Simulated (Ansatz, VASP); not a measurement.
## W in VASP and in Ansatz

The input INCAR:

```
ALGO = Normal
EDIFF = 1E-6
ENCUT = 520
ISIF = 2
ISMEAR = -1
LASPH = T
LCHARG = F
LREAL = F
LWAVE = F
NBANDS = 13
NELM = 80
PREC = Accurate
SIGMA = 0.05
```

File KPOINTS:

```
k-points
0
Gamma
  14 14 14
```

POSCAR

```
W
1.0
    0.0000000000      2.0632846043      2.0632846043
    2.0632846043      0.0000000000      2.0632846043
    2.0632846043      2.0632846043      0.0000000000
W
1
Direct
    0.0000000000      0.0000000000      0.0000000000
```

Input for Ansatz:

```yaml
crystal:
  lattice:
    - [0.0, 2.0632846043, 2.0632846043]
    - [2.0632846043, 0.0, 2.0632846043]
    - [2.0632846043, 2.0632846043, 0.0]
  atoms:
    - { symbol: W, position: [0.0, 0.0, 0.0] }
kpoints:
  mp_grid: { grid: [14, 14, 14] }
scf:
  occupations: { method: fermi_dirac, width: 0.05 }
hamiltonian:
  xc: lda
  pseudopotentials: { kind: all_electron, lapw: { basis_error: 0.00025 } }
output:
  forces: true
  stress: true
  eigenvalues: true
```

Change from the starting cell: volume scaled by 1.05.

Alike in both runs: task single point; functional LDA; k mesh 14 × 14 × 14; occupations fermi-dirac, width 0.05 eV; no spin polarisation.

|  | VASP | Ansatz |
| --- | --- | --- |
| version | VASP 6.6.1 | Ansatz 0.2.0 |
| potentials or method | VASP PAW LDA potentials, release 64 (W_sv) | all-electron LAPW, scalar-relativistic |
| plane-wave cutoff (eV) | 520 | see its input |

```tsv
	VASP	Ansatz	Ansatz less VASP
pressure (GPa)	-27.1	-28.1	-1.05
```

Ansatz ran all-electron here, so the differences hold the error of VASP's frozen core and of both bases.

Caveats: so large a pressure means that the cell lies far from this level's equilibrium, or that cutoff or potentials fall short (VASP). The runs have no spin-orbit coupling, so splittings on W are missing.
